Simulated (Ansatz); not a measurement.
PbS, space group Amm2, a single point

Program: the Python package of Ansatz (0.2.0).

The script, `run_scf.py`:
```python
"""Single point of PbS."""

from pathlib import Path

import ansatz as az
from ase.data import atomic_numbers
import spglib

lattice = az.Lattice.of(
    (4.069928, 0.0, 0.0),
    (0.0, 5.689818, 5.573599),
    (0.0, -5.689818, 5.573599),
)
sites = [
    ("Pb", (0.0, 0.663112, 0.339149)),
    ("Pb", (0.0, 0.339149, 0.663112)),
    ("Pb", (0.5, 0.137387, 0.137387)),
    ("Pb", (0.0, 0.823731, 0.823731)),
    ("S", (0.5, 0.774822, 0.117852)),
    ("S", (0.5, 0.117852, 0.774822)),
    ("S", (0.0, 0.310896, 0.310896)),
    ("S", (0.5, 0.637251, 0.637251)),
]
cell = az.Crystal(lattice=lattice)
for symbol, position in sites:
    cell = cell.atom(symbol, position)

# settings of the run
calc = (
    cell.calculation()
    .kpoints(mesh=(6, 4, 4))
    .pseudopotentials("paw")
    .occupations("fermi_dirac", width=0.01)
    .functional(az.Functional.R2SCAN)
    .populations()
    .band_table()
)
planned = calc.session().plan(threads=1)
facts = planned.describe()
print("plan:", facts["n_bands"], "bands,", len(facts["kpoints_frac"]), "k-points, plane waves", facts["n_pw_range"], "grid", facts["fft_dense"])
outcome = planned.execute()
rep = outcome.report

energy = rep["free_energy_ev"]
print("F of the PbS cell: {:.6f} eV = {:.6f} Ry = {:.6f} Ha".format(energy, energy / 13.605693, energy / 27.211386))
print("Fermi level {:.4f} eV, {} k-points, {} symmetry operations".format(rep["fermi_energy_ev"], rep["n_kpoints"], rep["n_symmetry_ops"]))

files = Path(outcome.write_results("tables"))
print((files / "populations.tsv").read_text())

spg_cell = (outcome.lattice.cell_ang, [s.position_frac for s in outcome.lattice.sites], [atomic_numbers[s.symbol] for s in outcome.lattice.sites])
# the group found depends on the tolerance
for tolerance in (1e-5, 1e-3, 1e-1):
    print(f"symprec {tolerance:g} A: {spglib.get_spacegroup(spg_cell, symprec=tolerance)}")
print("operations used by the run:", rep["n_symmetry_ops"])

edges = rep.get("band_edges_ev")
if edges:
    print(f"band edges on the mesh: {edges[0]:.3f} and {edges[1]:.3f} eV, gap {edges[1] - edges[0]:.3f} eV")
else:
    print("no band edges reported (a metal, or a gap too narrow for this smearing); Fermi level", round(rep["fermi_energy_ev"], 3), "eV")
```

```console
$ python run_scf.py
DeckWarning: basis.ecutwfc = 500 eV, auto-derived from the records' recommended cutoffs: set by Pb (their level for a meta-GGA)
plan: 48 bands, 28 k-points, plane waves [6526, 6580] grid [30, 60, 60]
F of the PbS cell: -51310.420496 eV = -3771.246382 Ry = -1885.623191 Ha
Fermi level 6.0993 eV, 28 k-points, 4 symmetry operations
# site	symbol	l	j	q
# orbitals = lowdin
# n_electrons = 80.000000
# spilling = 0.003204
0	Pb	0_6S	-	1.932130
0	Pb	1_6P	-	1.489956
0	Pb	2_5D	-	9.995411
1	Pb	0_6S	-	1.932130
1	Pb	1_6P	-	1.489956
1	Pb	2_5D	-	9.995411
2	Pb	0_6S	-	1.948616
2	Pb	1_6P	-	1.492276
2	Pb	2_5D	-	9.994270
3	Pb	0_6S	-	1.950424
3	Pb	1_6P	-	1.454394
3	Pb	2_5D	-	9.996437
4	S	0_3S	-	1.797436
4	S	1_3P	-	4.739001
5	S	0_3S	-	1.797436
5	S	1_3P	-	4.739001
6	S	0_3S	-	1.769696
6	S	1_3P	-	4.684360
7	S	0_3S	-	1.810038
7	S	1_3P	-	4.735307

symprec 1e-05 A: Amm2 (38)
symprec 0.001 A: Amm2 (38)
symprec 0.1 A: Amm2 (38)
operations used by the run: 4
band edges on the mesh: 5.774 and 6.432 eV, gap 0.657 eV
```
(Warnings from the package without file and line.)

Absolute energies stand on the zero of these potentials, so only differences at equal settings mean something. A total without «per atom» is that of the cell as typed. Spin-orbit coupling, left out here, can change this gap by several tenths of an eV, and inverted bands can meet off the mesh. Only differences from the Fermi energy are physical; the zero of the scale is a convention. In a crystal with a gap the Fermi level's place inside it depends on smearing and mesh. This cell is a computed structure, which may not be the phase found in nature. Gaps and levels are Kohn-Sham values on a finite set of k-points, without spin-orbit coupling. Finished in 70 s on 1 thread of Arm Neoverse V1, with other jobs on the host, peak memory 0.95 GiB.
